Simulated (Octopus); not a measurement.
# PbSe (Clausthalite) (Fm-3m) in Octopus: reference runs

Aim: a first look at PbSe (Clausthalite) with PBEsol, on the cell as given.

All numbers are computed with Octopus 16.4; they aren't measurements. Logs are shortened: lines on timing, memory, paths and dates and some standing lists are left out, and cuts for length are marked.

**The experiment to reproduce.**

From a printed reference work, monograph, for a bulk crystal of PbSe at 300 K: band gap 0.28 eV (direct).

How close the calculation comes is told below.

### 1 Starting point

Symmetry: Fm-3m, No. 225, cubic system. Conventional cell: a = 6.121 Å, b = 6.121 Å, c = 6.121 Å, α = 90.00°, β = 90.00°, γ = 90.00°. Pb (site symmetry m-3m) has 6 Se at 3.06 Å as nearest neighbours. Se (site symmetry m-3m) is surrounded by 6 Pb at 3.06 Å.

### 2 Single point, PBEsol

The input, inp:

```
CalculationMode = gs
UnitsOutput = eV_Angstrom
PeriodicDimensions = 3
ExperimentalFeatures = yes
PseudopotentialSet = pseudodojo_pbesol
%LatticeParameters
 1*angstrom | 1*angstrom | 1*angstrom
%
%LatticeVectors
 0 | 3.06065 | 3.06065
 3.06065 | 0 | 3.06065
 3.06065 | 3.06065 | 0
%
%ReducedCoordinates
 "Pb" | 0 | 0 | 0
 "Se" | 0.5 | 0.5 | 0.5
%
%Spacing
 0.13116402*angstrom | 0.13116402*angstrom | 0.13116402*angstrom
%
DerivativesOrder = 8
%KPointsGrid
 8 | 8 | 8
%
KPointsUseSymmetries = yes
XCFunctional = gga_x_pbe_sol + gga_c_pbe_sol
SmearingFunction = fermi_dirac
Smearing = 0.05*eV
ExtraStates = 6
Eigensolver = chebyshev_filter
ConvRelDens = 3e-7
MaximumIter = 120
```

Potentials or basis: pseudodojo_pbesol (PseudoDojo 0.4, PBEsol).

Command:

```bash
$ OMP_NUM_THREADS=1 octopus > out.log
```

out.log:

```text
Running octopus

[... 13 lines left out ...]

Input: [AllElectronType = no]
Input: [PseudopotentialSet = pseudodojo_pbesol]
Reading Coordinates from ReducedCoordinates block

****************************** Species *******************************
  Species 'Pb'
    type             : pseudopotential
    file             : 'Pb.upf'
    file format      : UPF2
    valence charge   : 14.0
    atomic number    :  82
    form on file     : kleinman-bylander
    lmax             : 2
    llocal           : -1
    projectors per l : 2
    total projectors : 6
    application form : kleinman-bylander
    orbitals         :  9
    bound orbitals   :  9

  Species 'Se'
    type             : pseudopotential
    file             : 'Se.upf'
    file format      : UPF2
    valence charge   : 16.0
    atomic number    :  34
    form on file     : kleinman-bylander
    lmax             : 2
    llocal           : -1
    projectors per l : 2
    total projectors : 6
    application form : kleinman-bylander
    orbitals         :  9
    bound orbitals   :  9

**********************************************************************

***************************** Symmetries *****************************
Space group No.  225
International: Fm-3m
Schoenflies: Oh^5
Info: The system has    48 symmorphic symmetries that can be used.
  Index                Rotation matrix                      Fractional translations
    1 :     1   0   0     0   1   0     0   0   1      0.000000    0.000000    0.000000
    2 :    -1   0   0     0  -1   0     0   0  -1      0.000000    0.000000    0.000000
    3 :     1   0  -1     1   0   0     1  -1   0      0.000000    0.000000    0.000000
    4 :    -1   0   1    -1   0   0    -1   1   0      0.000000    0.000000    0.000000
    5 :     0   1  -1     1   0  -1     0   0  -1      0.000000    0.000000    0.000000
    6 :     0  -1   1    -1   0   1     0   0   1      0.000000    0.000000    0.000000
[... 40 lines left out ...]
   47 :     0   1  -1    -1   1   0     0   1   0      0.000000    0.000000    0.000000
   48 :     0  -1   1     1  -1   0     0  -1   0      0.000000    0.000000    0.000000
Info: The system also has     0 nonsymmorphic symmetries (not used for electrons).
**********************************************************************

Input: [CurvMethod = curv_affine]
Input: [DerivativesStencil = stencil_stargeneral]

****************************** Lattice *******************************
  Lattice Vectors [A]
    0.000000    3.060650    3.060650
    3.060650    0.000000    3.060650
    3.060650    3.060650    0.000000
  Cell volume =            57.3418 [A^3]
  Reciprocal-Lattice Vectors [A^-1]
   -1.026446    1.026446    1.026446
    1.026446   -1.026446    1.026446
    1.026446    1.026446   -1.026446
  Cell angles [degree]
    alpha =   60.000
    beta  =   60.000
    gamma =   60.000
**********************************************************************

Checking if the generated full k-point grid is symmetric

    29 k-points generated from parameters :
 ---------------------------------------------------
    n =    8    8    8

    s1  =  0.00  0.00  0.00

   index |      weight  |             coordinates              |
       1 |     0.001953 |    0.000000    0.000000    0.000000  |
       2 |     0.015625 |    0.125000    0.000000    0.000000  |
       3 |     0.011719 |    0.125000    0.125000    0.000000  |
       4 |     0.023438 |   -0.125000    0.125000    0.000000  |
       5 |     0.046875 |   -0.125000    0.125000    0.125000  |
       6 |     0.015625 |    0.250000    0.000000    0.000000  |
[... 21 lines left out ...]
      28 |     0.023438 |   -0.375000    0.500000    0.125000  |
      29 |     0.005859 |    0.500000    0.500000    0.000000  |

[... 49 lines left out ...]
Info: Pseudopotential for Pb
  Radii for localized parts:
    local part     =  1.2 A
    non-local part =  1.5 A
    orbitals       =  6.3 A

Info: Pseudopotential for Se
  Radii for localized parts:
    local part     =  1.3 A
    non-local part =  1.3 A
    orbitals       =  4.8 A

Input: [RelativisticCorrection = non_relativistic]
[... 11 lines left out ...]
      Block       2 contains       4 states:       5 -       8
      Block       3 contains       4 states:       9 -      12
      Block       4 contains       4 states:      13 -      16
      Block       5 contains       4 states:      17 -      20
      Block       6 contains       1 states:      21 -      21
Info: Ground-state allocation done.
Info: Could not find 'restart/gs' directory for restart.
[... 18 lines left out ...]
** Warning:
**   Cannot do LCAO for all states because there are not enough atomic orbitals.
**   Required: 21. Available: 18. 3 orbitals will be randomized.

Info: Unnormalized total charge =     30.005285
Info: Renormalized total charge =     30.000000

** Warning:
**   Symmetrization discrepancy ratio (scalar) =  5.10532E-06

Info: Setting up Hamiltonian.
Info: Performing initial LCAO calculation with     18 orbitals.
Info: Getting Hamiltonian matrix elements.

Eigenvalues [eV]
 #st  Spin   Eigenvalue      Occupation
#k =       1, k = (  0.000000,  0.000000,  0.000000)
   1   --   -44.209292       2.000000
   2   --   -44.209292       2.000000
   3   --   -44.202304       2.000000
   4   --   -44.201812       2.000000
   5   --   -44.201812       2.000000
   6   --   -11.953441       2.000000
[... 10 lines left out ...]
  17   --     9.244878       2.000000
  18   --     9.246560       2.000000
#k =       2, k = (  0.125000,  0.000000,  0.000000)
   1   --   -43.859337       2.000000
   2   --   -43.858559       2.000000
   3   --   -43.411789       2.000000
   4   --   -43.410649       2.000000
   5   --   -43.258758       2.000000
   6   --   -11.672525       2.000000
[... 10 lines left out ...]
  17   --     9.446356       1.999990
  18   --     9.540297       1.999938
[... 27 further k-points ...]
Fermi energy =    10.059196 eV
Generating random wavefunctions for states       19 and above
Orthogonalizing wavefunctions.
Info: Ground-state restart information will be written to 'restart/gs'.
Info: SCF using complex wavefunctions.
Info: Starting SCF iteration.

** Warning:
**   Symmetrization discrepancy ratio (scalar) =  4.37589E-03

*********************** SCF CYCLE ITER #    1 ************************
 etot  = -5.24356298E+03 abs_ev   =  1.70E+02 rel_ev   =  2.94E-01
 ediff =        1.93E+02 abs_dens =  1.33E+00 rel_dens =  4.44E-02
Matrix vector products: 725
Converged eigenvectors: 0

#  State  KPoint  Eigenvalue [eV]  Occupation    Error
      1      28      -44.211039    2.000000   ( 5.5E-04)
      1      24      -44.211035    2.000000   ( 7.9E-04)
      1      26      -44.211034    2.000000   ( 8.8E-04)
      1      25      -44.211033    2.000000   ( 5.8E-04)
      1      21      -44.211029    2.000000   ( 7.2E-04)
      1      14      -44.211028    2.000000   ( 3.7E-04)
      1      29      -44.211024    2.000000   ( 1.5E-03)
      1       1      -44.211023    2.000000   ( 2.4E-05)
[... 23 lines left out ...]
     21      29       17.801322    0.000000   ( 1.3E-01)
     21      20       17.975673    0.000000   ( 1.5E-01)
     21      27       18.244357    0.000000   ( 1.2E-01)
     21      28       18.341847    0.000000   ( 1.4E-01)
     21      25       18.382260    0.000000   ( 1.5E-01)
     21      15       18.429701    0.000000   ( 1.7E-01)
     21      19       18.528648    0.000000   ( 1.6E-01)
     21      23       20.682851    0.000000   ( 1.4E-01)

Density of states:

%---------------------------------%-----------------------------------
%---------------------------------%-----------------------------------
%---------------------------------%-----------------------------------
%---------------------------------%-----------------------------------
%---------------------------------%-----------------------------------
%---------------------------------%-----------------------------------
%---------------------------------%-----------------------------------
%---------------------------------%-----------------------------------
%---------------------------------%--------%----%%------%-------------
%---------------------------------%--%%----%---%%%%--%%%%%--%%-%%-%---
                                                    ^

Fermi energy =     4.271039 eV

**********************************************************************

*********************** SCF CYCLE ITER #    2 ************************
 etot  = -5.20979739E+03 abs_ev   =  1.02E+01 rel_ev   =  1.80E-02
 ediff =        1.24E+00 abs_dens =  5.60E-01 rel_dens =  1.87E-02
Matrix vector products: 725
Converged eigenvectors: 0
[... 151 lines left out ...]
*********************** SCF CYCLE ITER #   15 ************************
 etot  = -5.20880805E+03 abs_ev   =  2.83E-06 rel_ev   =  4.96E-09
 ediff =        1.60E-06 abs_dens =  1.51E-06 rel_dens =  5.03E-08
Matrix vector products: 725
Converged eigenvectors: 0

#  State  KPoint  Eigenvalue [eV]  Occupation    Error
      1      29      -43.154077    2.000000   ( 4.0E-08)
      1      25      -43.154069    2.000000   ( 5.0E-08)
      1      24      -43.154069    2.000000   ( 5.0E-08)
      1      26      -43.154068    2.000000   ( 3.9E-08)
      1      28      -43.154067    2.000000   ( 6.7E-08)
      1      21      -43.154064    2.000000   ( 5.0E-08)
      1      18      -43.154062    2.000000   ( 3.9E-08)
      1      20      -43.154061    2.000000   ( 5.0E-08)
[... 23 lines left out ...]
     21      19       15.082215    0.000000   ( 2.2E-02)
     20      26       15.505294    0.000000   ( 4.6E-03)
     20      29       15.726921    0.000000   ( 8.9E-03)
     21      28       15.758737    0.000000   ( 1.3E-02)
     21      23       15.790811    0.000000   ( 1.2E-02)
     21      26       15.863172    0.000000   ( 2.0E-02)
     21      29       15.942715    0.000000   ( 3.0E-02)
     21      27       16.172165    0.000000   ( 2.0E-02)

Density of states:

%---------------------------------------------------------------------
%-----------------------------------%---------------------------------
%-----------------------------------%---------------------------------
%-----------------------------------%---------------------------------
%-----------------------------------%---------------------------------
%-----------------------------------%---------------------------------
%-----------------------------------%---------------------------------
%-----------------------------------%---------------------------------
%-----------------------------------%----------------%------%---------
%----------------------------------%%---%%---%%----%%%%--%%%%%%%%%%%--
                                                       ^

Fermi energy =     4.255840 eV

**********************************************************************

Info: SCF converged in   15 iterations

** Warning:
**   Some of the states are not fully converged!

Info: Number of matrix-vector products:      10875
Info: Finished writing information to 'restart/gs'.

Octopus emitted 19 warnings.
```

Run time: 5.7 min. Hardware: 1 thread of Intel Xeon 6975P-C (Granite Rapids), shared host; peak memory 1.1 GiB.

Results:

* Free energy: -5208.8086 eV
* Band gap on the k mesh: 0.21 eV, direct

Caveat: spin-orbit coupling is left out, which as a rule narrows the gap of such compounds by several tenths of an eV.

### 3 Comparison with measurements

Step 2. A measured gap of PbSe is 0.28 eV (direct; 300 K; a printed reference work, monograph); the calculated 0.21 eV misses it by -0.07 eV. 2 values of this kind are on record (0.15 to 0.28 eV); this one was drawn at random. Spin-orbit coupling on Pb, Se is left out. The value is that of PBEsol on a finite k mesh, which can miss the band edges, without temperature or zero-point motion. Semilocal functionals fall short of measured gaps as a rule.
